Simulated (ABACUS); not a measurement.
The system is AlRu.

```xyz
2
Lattice="2.9916 0.0000 0.0000 0.0000 2.9916 0.0000 0.0000 0.0000 2.9916" Properties=species:S:1:pos:R:3 pbc="T T T"
Ru    1.4958    1.4958    1.4958
Al    0.0000    0.0000    0.0000
```

Base run:

- Program: ABACUS 3.10.1
- Functional: PBEsol
- Potentials or basis: PseudoDojo NC SR 0.4.1 PBE standard
- Cutoff: 1361 eV
- Density cutoff: 5442 eV
- Basis: DZP LCAO (the cutoffs set its grid)
- k mesh: 9 × 9 × 9
- Occupations: fermi-dirac, width 0.05 eV
- Spin: no spin polarisation

Its results: band gap on the k mesh none (metal or under the smearing width); pressure -1.5 GPa.

Question: After a change of settings the same cell gave: band gap on the k mesh none (metal or under the smearing width); pressure 12.0 GPa. Which change was it?
A. functional from PBEsol to LDA
B. functional from PBEsol to SOGGA
C. functional from PBEsol to BLYP

Answer: C.

BLYP binds less tightly than PBEsol, so the same cell stands under more pressure.

Caveats: the atomic orbitals were generated for these runs and aren't a published set; the potentials were made for another functional, which shifts forces and pressure; the basis of atomic orbitals isn't converged, which shifts pressures, moduli and gaps.

Runs at the PBE level aren't shown here.
